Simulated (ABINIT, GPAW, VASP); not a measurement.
**CuO2: 3 runs at one level of theory**

```
Cu O
1.0
     1.41261   -5.21075    0.00000
     1.41261    5.21075    0.00000
     0.00000    0.00000    4.34342
Cu O
2 4
Cartesian
  1.4126 3.4677 3.2576
  1.4126 -3.4677 1.0859
  1.4126 -3.0115 3.2576
  1.4126 3.0115 1.0859
  1.4126 -0.5366 3.2576
  1.4126 0.5366 1.0859
```

The cell comes from a database or a generator and needn't be the stable form of this composition.

Alike in all runs: task single point; functional PBEsol; k mesh 10 × 10 × 6; occupations fermi-dirac, width 0.05 eV; no spin polarisation; no spin-orbit coupling. A missing gap at this level doesn't show that the real crystal is a metal. Pressure is positive in compression and, in plane waves, holds the error of the finite cutoff.

| program and potentials | plane-wave cutoff (eV) | notes | band gap (eV) | pressure (GPa) | largest force (eV/Å) |
| --- | --- | --- | --- | --- | --- |
| GPAW, PAW data sets generated for this functional | 800 | 7.67 valence electrons an atom on average; this data set often lies off other programs | no gap | -6.14 | 0.271 |
| VASP, PBE PAW files Cu, O, 520 eV | 520 | potentials made for PBE; 7.67 valence electrons an atom on average | no gap | -7.88 | 0.429 |
| ABINIT, JTH PAW PBE v2.0 | 707 | potentials made for PBE; 10.33 valence electrons an atom on average | no gap | -8.32 | 0.442 |

Force on atom 3 (O), eV/Å:

```csv
program and potentials,x,y,z
"GPAW, PAW data sets generated for this functional",0.000,0.271,0.000
"VASP, PBE PAW files Cu, O, 520 eV",0.000,0.429,0.000
"ABINIT, JTH PAW PBE v2.0",0.000,0.442,0.000
```

None finds a gap. The pressure spans -8.32 (ABINIT, JTH PAW PBE v2.0) to -6.14 GPa (GPAW, PAW data sets generated for this functional).

The functional is the same throughout but for its coding, so the spread measures potentials, basis and numerics; runs on potential files found faulty are left out.

All three runs put the cell under tension, so PBEsol favours a smaller volume. The force on atom 3 points the same way in each, pulling this oxygen towards its two nearer copper neighbours and shortening bonds that are already the short ones. The geometry is therefore not a stationary point of this functional; it may have been relaxed with one that binds less tightly, such as PBE.

The coordinates contain no O–O bond of peroxide or superoxide length, so simple electron counting would give Cu(IV), an oxidation state hardly accessible to copper in oxides. The Cu 3d levels lie so deep that the missing electrons are probably taken largely from O 2p, leaving holes in strongly mixed, antibonding Cu–O bands. That would account for the absence of a gap in every run. Such oxygen holes also suggest a tendency towards O–O pairing, which a single point at fixed positions cannot reveal.
